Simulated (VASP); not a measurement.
Ge in VASP 6.6.1, single-point calculation

INCAR

```
NBANDS = 21
PREC = Accurate
NSW = 0
IBRION = -1
LWAVE = .FALSE.
SIGMA = 0.1
ISMEAR = -5
GGA = PE
LASPH = .TRUE.
ISIF = 2
EDIFF = 1E-7
ALGO = Fast
LCHARG = .FALSE.
NELM = 120
LREAL = .FALSE.
ENCUT = 520
```

KPOINTS

```
KPOINTS created by Atomic Simulation Environment
0
Monkhorst-Pack
8 8 8
0 0 0
```

POSCAR

```
Ge
 1.0000000000000000
     0.0000000000000000    2.6950298364999998    2.9343236711000000
     2.6950298364999998    0.0000000000000000    2.9343236711000000
     2.6950298364999998    2.6950298364999998    0.0000000000000000
 Ge
   2
Cartesian
  0.0000000000000000  0.0000000000000000  0.0000000000000000
  1.3475149182499997  1.3475149182499997  1.4671618355500000
```

The recommended PBE PAW datasets give the neutral cell 28 valence electrons.

Command

```
mpirun -np 1 vasp_std
```

OSZICAR

```
N       E                     dE             d eps       ncg     rms          rms(c)
DAV:   1     0.186153403237E+03    0.18615E+03   -0.14458E+04  6829   0.371E+03
DAV:   2     0.177371490318E+02   -0.16842E+03   -0.16331E+03  6063   0.617E+02
DAV:   3    -0.812721619457E+01   -0.25864E+02   -0.25704E+02  6893   0.141E+02
DAV:   4    -0.894991888130E+01   -0.82270E+00   -0.82228E+00  6918   0.297E+01
DAV:   5    -0.896302635230E+01   -0.13107E-01   -0.13107E-01  6861   0.406E+00    0.344E+00
RMM:   6    -0.889099332551E+01    0.72033E-01   -0.18284E-02  7633   0.125E+00    0.206E+00
RMM:   7    -0.885414273051E+01    0.36851E-01   -0.54599E-02  7965   0.201E+00    0.155E-01
RMM:   8    -0.885577702081E+01   -0.16343E-02   -0.44434E-03  7895   0.655E-01    0.485E-02
RMM:   9    -0.885601014346E+01   -0.23312E-03   -0.12335E-03  7846   0.403E-01    0.393E-02
RMM:  10    -0.885604881596E+01   -0.38673E-04   -0.34634E-04  8883   0.183E-01    0.202E-02
RMM:  11    -0.885605505792E+01   -0.62420E-05   -0.37197E-05  7989   0.696E-02    0.631E-03
RMM:  12    -0.885605435634E+01    0.70158E-06   -0.14090E-05  8436   0.425E-02    0.295E-03
RMM:  13    -0.885605444042E+01   -0.84082E-07   -0.30779E-06  8260   0.153E-02    0.257E-03
RMM:  14    -0.885605435078E+01    0.89643E-07   -0.42849E-07  5574   0.828E-03
   1 F= -.88560544E+01 E0= -.88560544E+01  d E =0.000000E+00
```

Standard output (part)

```
POSCAR found type information on POSCAR Ge
 POSCAR found :  1 types and       2 ions
 LDA part: xc-table for (Slater+PW92), standard interpolation
 POSCAR, INCAR and KPOINTS ok, starting setup
 WAVECAR not read
 entering main loop
 num prob  num prob  num prob  num prob  num prob  num prob  num prob  num prob  num prob  num prob  num prob  num prob  num prob  num prob  num prob  num prob  num prob  num prob  num prob  num prob  num prob  num prob  num prob  num prob  num prob  num prob  num prob  num prob  num prob  num prob  num prob  num prob  num prob WARNING in EDDRMM: call to ZHEGV failed, returncode =   6  3     16
 num prob  num prob  num prob  num prob  num prob  num prob  num prob  num prob  num prob  num prob  num prob  num prob  num prob  num prob  num prob  num prob  num prob  num prob  num prob  num prob  num prob  num prob RMM:  14    -0.885605435078E+01    0.89643E-07   -0.42849E-07  5574   0.828E-03
```

From OUTCAR

```
k-points           NKPTS =    144   k-points in BZ     NKDIM =    144   number of bands    NBANDS=     21

   NELECT =      28.0000    total number of electrons

   dimension x,y,z NGX =    30 NGY =   30 NGZ =   28
   dimension x,y,z NGXF=    60 NGYF=   60 NGZF=   56

  energy-cutoff  :      520.00
  volume of cell :       42.63
      direct lattice vectors                 reciprocal lattice vectors
     0.000000000  2.695029836  2.934323671    -0.185526703  0.185526703  0.170397017
     2.695029836  0.000000000  2.934323671     0.185526703 -0.185526703  0.170397017
     2.695029836  2.695029836  0.000000000     0.185526703  0.185526703 -0.170397017

 k-points in reciprocal lattice and weights: KPOINTS created by Atomic Simulation Env
   0.06250000  0.06250000  0.06250000       0.004
   0.18750000  0.06250000  0.06250000       0.008
   0.31250000  0.06250000  0.06250000       0.008
   0.43750000  0.06250000  0.06250000       0.008
  -0.43750000  0.06250000  0.06250000       0.008
  -0.31250000  0.06250000  0.06250000       0.008
  -0.18750000  0.06250000  0.06250000       0.008
  -0.06250000  0.06250000  0.06250000       0.008
   ...

 E-fermi :   5.8215

 k-point     1 :       0.0625    0.0625    0.0625
  band No.  band energies     occupation
      1     -19.3168      2.00000
      2     -19.3137      2.00000
      3     -19.2944      2.00000
      4     -19.2645      2.00000
      5     -19.2561      2.00000
      6     -19.0511      2.00000
      7     -19.0266      2.00000
      8     -19.0131      2.00000
      9     -19.0027      2.00000
     10     -18.9945      2.00000
     11      -7.5834      2.00000
     12       4.4985      2.00000
     13       5.3278      2.00000
     14       5.7573      2.00000
     15       6.7694      0.00000
     16       8.2253      0.00000
     17       8.2313      0.00000
     18       8.7176      0.00000
     19      12.4727      0.00000
     20      13.8864      0.00000
     21      15.6402      0.00000

 k-point     2 :       0.1875    0.0625    0.0625
  band No.  band energies     occupation
      1     -19.3247      2.00000
      2     -19.3189      2.00000
      3     -19.3037      2.00000
      4     -19.2445      2.00000
      5     -19.2408      2.00000
      6     -19.0650      2.00000
      7     -19.0429      2.00000
      8     -19.0077      2.00000
      9     -18.9946      2.00000
     10     -18.9864      2.00000
     11      -7.3209      2.00000
     12       2.7115      2.00000
     13       4.6582      2.00000
     14       5.2158      2.00000
     15       7.1773      0.00000
     16       8.5156      0.00000
     17       9.1329      0.00000
     18       9.8593      0.00000
     19      13.0584      0.00000
     20      13.6623      0.00000
     21      14.6431      0.00000

 ...

  Total        2.9789385      2.9789385      1.0335381      0.0000000      0.0000000      0.0000000
  in kB      111.9713599    111.9713599     38.8482890      0.0000000      0.0000000      0.0000000
  external PRESSURE =      87.5970029 kB  Pullay stress =       0.0000000 kB

 POSITION                                       TOTAL-FORCE (eV/Angst)
 -----------------------------------------------------------------------------------
      0.00000      0.00000      0.00000        -0.000000     -0.000000      0.000000
      1.34751      1.34751      1.46716         0.000000      0.000000     -0.000000
 -----------------------------------------------------------------------------------
    total drift:                                0.000000      0.000000      0.000000

  FREE ENERGIE OF THE ION-ELECTRON SYSTEM (eV)
  ---------------------------------------------------
  free  energy   TOTEN  =        -8.8560543508 eV

  energy  without entropy=       -8.8560543508  energy(sigma->0) =       -8.85605435
```

It converged. Results: gap between bands v and c on the k mesh 0.10 eV; least direct gap on the k mesh 1.01 eV; pressure 8.8 GPa. Band v is the last that the valence electrons fill when counted band by band, and c is the next.

The shifted mesh misses Γ, so a band edge there is missed.

For comparison, a separate PBE run of the intended cell, on usual settings and not on those above, gives a gap of -0.04 eV on its mesh and a pressure of 8.7 GPa.

The run above took about 2.4 min on one core of a shared host (Intel Xeon Platinum 8488C) and held 0.24 GiB at most.
